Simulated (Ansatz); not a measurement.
Ru:

```
Ru
1.0
     2.70580    0.00000    0.00000
    -1.35290    2.34329    0.00000
     0.00000    0.00000    4.28190
Ru
2
Direct
  0.66667 0.33333 0.75000
  0.33333 0.66667 0.25000
```

- Program: Ansatz 0.2.0
- Task: single point
- Functional: PBEsol
- Potentials or basis: all-electron LAPW, scalar-relativistic
- Cutoff: 281 eV (chosen from the basis error)
- Basis error allowed: 0.001 eV/atom
- k mesh: 11 × 11 × 6
- Occupations: fermi-dirac, width 0.05 eV
- Spin: no spin polarisation

On this cell: pressure -6.2 GPa; largest force under 0.003 eV/Å; band gap on the k mesh none (metal or under the smearing width).

The same run follows on a disturbed copy (atoms moved at random, drawn with an rms of 0.05 Å):

```
Ru
1.0
     2.70580    0.00000    0.00000
    -1.35290    2.34329    0.00000
     0.00000    0.00000    4.28190
Ru
2
Direct
  0.67236 0.34385 0.74518
  0.32157 0.68043 0.24367
```

Q: What does the disturbed cell give?

A: The energy (extrapolated to zero smearing) moves by +4.6 meV/atom; pressure -6.1 GPa; largest force 0.346 eV/Å; band gap on the k mesh none (metal or under the smearing width).

Forces in eV/Å, atoms in the order of the input:
```
Ru  -0.334  0.050 -0.077
Ru   0.334 -0.050  0.077
```

Stress tensor (GPa, compression positive):
```
-6.22  0.96  0.05
 0.96 -5.86 -0.01
 0.05 -0.01 -6.22
```

The runs don't all hold the same shells in valence.
